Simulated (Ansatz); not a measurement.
Fields on a plane of ZnTe (zinc blende)

```yaml
crystal:
  lattice:
    - [0.00000, 3.05735, 3.05735]
    - [3.05735, 0.00000, 3.05735]
    - [3.05735, 3.05735, 0.00000]
  atoms:
    - { symbol: Te, position: [0.75000, 0.75000, 0.75000] }
    - { symbol: Zn, position: [0.00000, 0.00000, 0.00000] }
```

The slice is a {100} plane (indices of the conventional cell) through the point (0.750, 0.750, 0.750) (fractional), spanned by u = [100] and v = [0 1 -1] in vectors of this cell: u (4.32 Å) and v (4.32 Å, at 90° to u). It covers one period; positions are fractions (u, v).

Atoms on it: Te at (0.00, 0.00).

These are r2SCAN (plane waves to 500 eV, PAW, scalar-relativistic; Ansatz, a program for electronic structure) values and carry that method's errors. k mesh 9×9×9. Inside the PAW spheres the values are not all-electron values, and peaks at nuclei hang on which shells count as valence. Spin-orbit coupling is left out, though Te is heavy. The PAW data are Ansatz's earlier set. ZnTe was relaxed with its symmetry unable to fall.

```
v \ u  0.00  0.11  0.21  0.32  0.43  0.54  0.64  0.75  0.86  0.96
-----  ----  ----  ----  ----  ----  ----  ----  ----  ----  ----
0.86   0.21  0.35  0.59  0.60  0.19  0.13  0.47  0.66  0.43  0.23
0.71   0.67  0.68  0.58  0.28  0.06  0.04  0.18  0.50  0.67  0.68
0.57   0.26  0.22  0.12  0.04  0.01  0.01  0.02  0.09  0.19  0.26
0.43   0.26  0.22  0.12  0.04  0.01  0.01  0.02  0.09  0.19  0.26
0.29   0.67  0.68  0.58  0.28  0.06  0.04  0.18  0.50  0.67  0.68
0.14   0.21  0.35  0.59  0.60  0.19  0.13  0.47  0.66  0.43  0.23
0.00      x     x  0.48  0.67  0.26  0.18  0.57  0.59  0.21     x
```

Values: electron localisation function (ELF). Points within 0.5 Å of a nucleus are blanked (x), as the pseudised field means little there.

```
|xxxxxxx .+*#%%%%%#*+. xxxxxx|
|xxxxxxx :+##%%%%%##+: xxxxxx|
|xxxxxx  -*#%%%%%%%#*-  xxxxx|
|xxxxxx .+*#%%%%%%%#*+. xxxxx|
|xxxxx  =*#%%%%@%%%%#*=  xxxx|
|xxx   -+#%%@@@@@@@%%#+-   xx|
|    .=+#%%@@@@@@@@@%%#+=.   |
|..:-+*#%%@@@@@@@@@@@%%#*+-:.|
|=++**#%%@@@@@@@@@@@@@%%#**++|
|**###%%@@@@@@@@@@@@@@@%%###*|
|###%%%@@@@@@@@@@@@@@@@@%%%##|
|#%%%%%@@@@@@@@@@@@@@@@@%%%%%|
|%%%%%%@@@@@@@@@@@@@@@@@%%%%%|
|%%%%%@@@@@@@@@@@@@@@@@@@%%%%|
|%%%%%%@@@@@@@@@@@@@@@@@%%%%%|
|#%%%%%@@@@@@@@@@@@@@@@@%%%%%|
|###%%%@@@@@@@@@@@@@@@@@%%%##|
|**###%%@@@@@@@@@@@@@@@%%###*|
|=++**#%%@@@@@@@@@@@@@%%#**++|
|..:-+*#%%@@@@@@@@@@@%%#*+-:.|
|    .=+#%%@@@@@@@@@%%#+=.   |
|xxx   -+#%%@@@@@@@%%#+-   xx|
|xxxxx  =*#%%%%@%%%%#*=  xxxx|
|xxxxxx .+*#%%%%%%%#*+. xxxxx|
|xxxxxx  -*#%%%%%%%#*-  xxxxx|
|xxxxxxx :+##%%%%%##+: xxxxxx|
|xxxxxxx .+*#%%%%%#*+. xxxxxx|
|xxxxxxx .=*##%%%##*=. xxxxxx|
```
Scale: ten equal steps from -2.00 (start of ' ') to 6.94 (end of '@'), in the order ' .:-=+*#%@'. Values: electrostatic potential energy of an electron, from the cell's mean, in eV. The map has 28 points along u (one character each, u = 0 at the left) and 28 along v (v = 0 in the bottom row). Points within 1 Å of a nucleus are blanked (x), as the pseudised field means little there. Values under -2 eV are set to -2. The zero, the cell's mean, hangs on the PAW cores.
